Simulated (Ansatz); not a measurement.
**Hg (R-3m), stationary points along a deformation path**

Computed with DFT PBE, scalar-relativistic, plane waves, PAW in Ansatz. Cutoff 420 eV, Γ-centred 21×21×21 k-points, Gaussian smearing of 0.15 eV. Spin–orbit coupling is left out, which can shift energies with elements as heavy as these. No spin polarisation. Energies are free energies at this smearing, counted from the undisturbed cell; pressure is positive in compression.

Reference structure (as given, not relaxed at this level; it stands at 6.1 GPa):

```
CELL_PARAMETERS angstrom
1.73000 0.99882 2.23400
-1.73000 0.99882 2.23400
0.00000 -1.99763 2.23400
ATOMIC_POSITIONS crystal
Hg 0.00000 0.00000 0.00000
```

At fixed volume and fractional coordinates, lengths along (0.000, 0.000, 1.000) are scaled against those across it; ρ is that ratio over its starting value. V = 23.161 Å³/atom. Δσ is the stress along the axis less the mean stress across it (compression positive).

| ρ | ΔE (meV/atom) | Δσ (GPa) | space group |
| --- | --- | --- | --- |
| 0.850 | 28.8 | 2.38 | R-3m |
| 0.920 | 10.9 | 2.18 | R-3m |
| 1.000 | 0.0 | 0.76 | R-3m |
| 1.100 | 0.0 | -0.60 | R-3m |
| 1.200 | 0.2 | 0.27 | R-3m |

Q: How does the stress give the slope of the energy, and where is the energy stationary?

A: Along the path d ln(length) is 2/3 d ln ρ on the axis and −1/3 d ln ρ across it, so dE/d ln ρ = −(2/3) V Δσ: the energy falls with ρ where Δσ is positive. Δσ vanishes or changes sign between ρ = 1.000 and 1.100, a minimum (near 1.05 by linear interpolation); between ρ = 1.100 and 1.200, a maximum (near 1.17 by linear interpolation). Pairs of stationary points between two samples would go unseen, and could change a minimum read from distant neighbours into a maximum.

Q: Integrate that slope from ρ = 1 to 1.200 by the trapezoid rule.

A: With V/N in Å³ and 1 eV/Å³ = 160.2 GPa the slopes at ρ = 1.000, 1.100, 1.200 are -73, 58, -26 meV/atom per unit of ln ρ. The steps add (-0.7) + 1.4 = 0.7 meV/atom, against 0.2 from the energies; the trapezoid rule misses the curvature of the slope within each step.

In a metal these slopes depend on the k mesh and the smearing.